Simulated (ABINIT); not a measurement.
**ZnS in ABINIT: convergence with tolvrs**

Input of the first run (tolvrs 0.01); the others differ in this setting and in those tied to it:

run.abi

```
pp_dirpath "./"
pseudos "Zn.upf, S.upf"

acell 3.8212050455 3.8212050455 3.8212050455 Angstrom
rprim
     0.0000000000     0.7071067812     0.7071067812
     0.7071067812     0.0000000000     0.7071067812
     0.7071067812     0.7071067812     0.0000000000
ntypat 2
znucl 30 16
natom 2
typat 1 2
xred
     0.7500000000     0.7500000000     0.7500000000
     0.0000000000     0.0000000000     0.0000000000

ecut 1142.878222 eV

kptopt 1
ngkpt 9 9 9
nshiftk 1
shiftk 0.0 0.0 0.0

ixc 11

nband 17
occopt 3
tsmear 0.1 eV

nstep 100
tolvrs 0.01

iomode 3
prtwf 0
prtden 0
prteig 0
prtebands 0
enunit 2
```

Potentials or basis: PseudoDojo NC SR PBE v0.5 standard.

Run with:

```sh
$ abinit run.abi > log 2>&1
```

Hardware: 1 thread of Arm Neoverse V2 (shared host).

Q: The values tried are 0.01, 0.001, 0.0001, 1e-05, 1e-06, 1e-08, 1e-10, 1e-13, loosest first. From which on does the pressure stay within 0.1 GPa of the tightest run that finished?

A: From 0.0001 on.

| tolvrs | energy less the tightest run, at zero smearing (meV/atom) | pressure (GPa) | SCF cycles | CPU time (s) | peak memory (GiB) |
| --- | --- | --- | --- | --- | --- |
| 0.01 | 0.00 | 1.70 | 9 | 53 | 0.11 |
| 0.001 | 0.00 | 1.70 | 9 | 53 | 0.11 |
| 0.0001 | 0.00 | 1.57 | 10 | 58 | 0.11 |
| 1e-05 | 0.00 | 1.57 | 10 | 58 | 0.11 |
| 1e-06 | 0.00 | 1.57 | 10 | 58 | 0.11 |
| 1e-08 | 0.00 | 1.58 | 12 | 68 | 0.11 |
| 1e-10 | 0.00 | 1.58 | 13 | 72 | 0.11 |
| 1e-13 | 0.00 | 1.58 | 15 | 82 | 0.11 |

Against the tightest run, the energy stays within 1 meV/atom from 0.01 on. The tightest run that finished is the yardstick and may itself not be fully converged.
